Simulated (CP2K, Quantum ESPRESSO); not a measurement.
**Other levels on PH3O4 (P2_1/c) (192 atoms)**

The cell holds 192 atoms: 72 H, 24 P and 96 O. Its edges and angles: a = 11.514 Å, b = 14.493 Å, c = 11.574 Å, α = 90.0°, β = 95.3°, γ = 90.0°. It derives from PH3O4 (P2_1/c), repeated 2×3×1. PH3O4, space group P2_1/c, structure from the Crystallography Open Database, 2 x 3 x 1 conventional cells; every coordinate displaced by a Gaussian of 0.01 Å; bonds to H set to neutron lengths (C-H 1.089, N-H 1.015, O-H 0.983, B-H 1.19 Å) where the listed ones are shorter. Then every atom was moved at random, 0.05 Å r.m.s. a Cartesian component (hydrogen 0.6 of that).

Geometry: as built.

The reference, a calculation:

```
method                                           : Kohn-Sham DFT, PBE, SSSP efficiency 1.3.0 pseudopotentials, plane waves (Quantum ESPRESSO 7.5); sssp-pbe-1.3.0-efficiency, cutoffs 60/480 Ry, Γ point
r.m.s. force component                           : 2.688 eV/Å
longest force                                    : 17.18 eV/Å
pressure                                         : 9.615 GPa
gap (highest filled to lowest empty level) : 5.119 eV
time                                             : 12 min on 4 MPI ranks of Arm Neoverse N1, shared host
CPU time                                         : 46 min
```

Q: Estimate the differences from the reference, the CPU time and the memory of each run.
- CP2K PBE, DZVP-MOLOPT-SR, 420/50 Ry, OT CG (CP2K 2026.2; 4 MPI ranks)
- CP2K PBE+D3(BJ), DZVP-MOLOPT-SR, 600/50 Ry, OT CG (CP2K 2026.2; 4 MPI ranks)
- CP2K PBEsol, PBE potentials, DZVP-MOLOPT-SR, 600/50 Ry, OT CG (CP2K 2026.2; 4 MPI ranks)
- CP2K PBE, DZVP-MOLOPT-SR, 600/50 Ry, diagonalisation (CP2K 2026.2; 4 MPI ranks)
- CP2K PBE, DZVP-MOLOPT, 600/50 Ry, diagonalisation (CP2K 2026.2; 4 MPI ranks)
- CP2K PBE, DZVP-MOLOPT-SR, 600/20 Ry, diagonalisation (CP2K 2026.2; 4 MPI ranks)
- CP2K PBE, DZVP-MOLOPT-SR, 840/50 Ry, OT CG (CP2K 2026.2; 4 MPI ranks)

Differences are against the plane-wave reference, forces as r.m.s. over components; share is that over the reference's r.m.s. force, slope the least-squares factor from reference forces to these. Total energies of different programs have different zeros and aren't compared.

| run | Δ force, r.m.s. (meV/Å) | share (%) | slope | Δ pressure (GPa) | Δ gap (eV) | cores | CPU time | memory (GiB) |
| --- | --- | --- | --- | --- | --- | --- | --- | --- |
| reference | - | - | - | - | - | 4 | 46 min | 8.0 |
| CP2K PBE, DZVP-MOLOPT-SR, 420/50 Ry, OT CG (coarse) | 120 | 4.48 | 0.988 | -0.0412 | 0.381 | 4 | 46 min | 2.9 |
| CP2K PBE+D3(BJ), DZVP-MOLOPT-SR, 600/50 Ry, OT CG | 99.5 | 3.70 | 0.987 | -1.53 | 0.381 | 4 | 56 min | 4.3 |
| CP2K PBEsol, PBE potentials, DZVP-MOLOPT-SR, 600/50 Ry, OT CG | 188 | 6.99 | 1.007 | -0.935 | 0.306 | 4 | 57 min | 4.2 |
| CP2K PBE, DZVP-MOLOPT-SR, 600/50 Ry, diagonalisation | 99.5 | 3.70 | 0.987 | -0.0781 | 0.381 | 4 | 23 min | 7.3 |
| CP2K PBE, DZVP-MOLOPT, 600/50 Ry, diagonalisation | 149 | 5.54 | 0.987 | -0.363 | 0.0794 | 4 | 1.8 h | 8.2 |
| CP2K PBE, DZVP-MOLOPT-SR, 600/20 Ry, diagonalisation (coarse) | 120 | 4.45 | 0.984 | 0.675 | 0.389 | 4 | 15 min | 7.2 |
| CP2K PBE, DZVP-MOLOPT-SR, 840/50 Ry, OT CG | 95.8 | 3.56 | 0.987 | -0.0795 | 0.381 | 4 | 62 min | 6.5 |

Rows marked coarse were listed beforehand as settings not expected to be converged; some can still land near the reference.

CPU time is summed over cores on a shared host, where runs went side by side, so it is rough. Symmetry, cutoffs, thresholds, outputs and thread counts weren't matched or tuned between programs; memory under MPI is the largest rank's times the ranks.

The PBE runs in local orbitals, coarse settings apart, differ by 3.6 % (CP2K PBE, DZVP-MOLOPT-SR, 840/50 Ry, OT CG) to 5.5 % (CP2K PBE, DZVP-MOLOPT, 600/50 Ry, diagonalisation); basis, grid and potentials can all enter. Rows with another functional or a dispersion term differ by 3.7 % (CP2K PBE+D3(BJ), DZVP-MOLOPT-SR, 600/50 Ry, OT CG) to 7.0 % (CP2K PBEsol, PBE potentials, DZVP-MOLOPT-SR, 600/50 Ry, OT CG), which mixes the change of model with differences of basis and potentials, some of them made for another functional. Runs with settings chosen to be coarse differ by 4.5 % in each run, their programs' other errors included. One electronic-structure run takes under half the reference's CPU time: CP2K PBE, DZVP-MOLOPT-SR, 600/20 Ry, diagonalisation, at 4.5 % in 15 min against 46 min. The published positions, changed by the recipe (random displacements or longer bonds to H), lie far from the minimum at this level of theory. The electronic-structure runs sample only Γ, in a cell whose shortest periodic width is 11 Å.

[Logs are printed without paths, hosts, clocks, repeated set-up lines and the standing remarks that a program may print on its own settings, such as how far it seeks lower states.]

[Hosts, paths, dates, database ids (printed as entryN), source tags and the programs' standing remarks are cut or masked in the printed files.]
